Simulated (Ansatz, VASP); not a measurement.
# Two plane-wave programs on CaSe

```xyz
2
Lattice="0.0000 2.8551 2.8551 2.8551 0.0000 2.8551 2.8551 2.8551 0.0000" Properties=species:S:1:pos:R:3 pbc="T T T"
Ca    0.0000    0.0000    0.0000
Se    2.8551    2.8551    2.8551
```

Alike in both runs: task single point; functional PBE; k mesh 8 × 8 × 8; occupations gaussian, width 0.02 eV; no spin polarisation.

```csv
,VASP,Ansatz
version,VASP 6.6.1,Ansatz 0.2.0
potentials or method,"VASP PAW PBE potentials, release 64 (Ca_sv, Se)","scalar-relativistic, plane waves, PAW"
plane-wave cutoff (eV),520,420
valence electrons in the cell,16,26
```

VASP gave:

```
gap on the k mesh at the Fermi level (eV) : 1.73
least direct gap on the mesh (eV)         : 2.77
pressure (GPa)                            : 8.2
```

Task: Which values does Ansatz return?

Result: gap on the k mesh at the Fermi level (eV): 1.74; least direct gap on the mesh (eV): 2.78; pressure (GPa): 7.9.

The two sets of potentials don't hold the same shells in valence.

A k mesh can miss the band edges. Expect the measured gap to be larger: semilocal functionals such as PBE lack the derivative discontinuity.
